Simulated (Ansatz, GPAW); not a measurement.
## One calculation of HfC, 3 ways

```
Hf C
1.0
     0.00000    2.32500    2.32500
     2.32500    0.00000    2.32500
     2.32500    2.32500    0.00000
Hf C
1 1
Direct
  0.50000 0.50000 0.50000
  0.00000 0.00000 0.00000
```

Alike in all runs: task single point; functional PBEsol; k mesh 10 × 10 × 10; occupations gaussian, width 0.1 eV; no spin polarisation; no spin-orbit coupling. Pressure is positive in compression and, in plane waves, holds the error of the finite cutoff, which Ansatz's Pulay term estimates and takes out.

| program and potentials | plane-wave cutoff (eV) | notes | band gap (eV) | pressure (GPa) |
| --- | --- | --- | --- | --- |
| Ansatz, Ansatz PAW | 420 | potentials made for PBE, which Ansatz adapts in part; 15 valence electrons an atom on average; Pulay term of +0.24 GPa included | no gap | -6.53 |
| Ansatz, all-electron LAPW, scalar-relativistic | - | - | no gap | -6.48 |
| GPAW, PAW data sets generated for this functional | 800 | 8 valence electrons an atom on average | no gap | -5.32 |

None finds a gap. The pressure spans -6.53 (Ansatz, Ansatz PAW) to -5.32 GPa (GPAW, PAW data sets generated for this functional), with all-electron results at -6.48.

The functional is the same throughout but for its coding, so the spread measures potentials, basis and numerics; runs on potential files found faulty are left out.

All three calculations put rocksalt HfC under tension at this cell size, so PBEsol favours a somewhat smaller lattice. The sign is secure, as the spread between the runs is much smaller than the pressure itself. Tensions of several GPa need only a slight stretch here, because strong covalent Hf 5d-C 2p bonds make the carbide very stiff.

The same bonding accounts for the missing gap. The valence electrons essentially fill the p-d bonding bands, but these still overlap slightly with the mainly Hf 5d bands above, leaving the Fermi level near a minimum in the density of states, as is well known for the group 4 carbides.

The Ansatz PAW pressure nearly matches the all-electron one, while GPAW gives a weaker tension, possibly because its smaller valence space keeps the filled Hf 4f shell frozen in the core. Pressure at a single volume fixes the direction of relaxation, but neither the equilibrium lattice constant nor the bulk modulus.
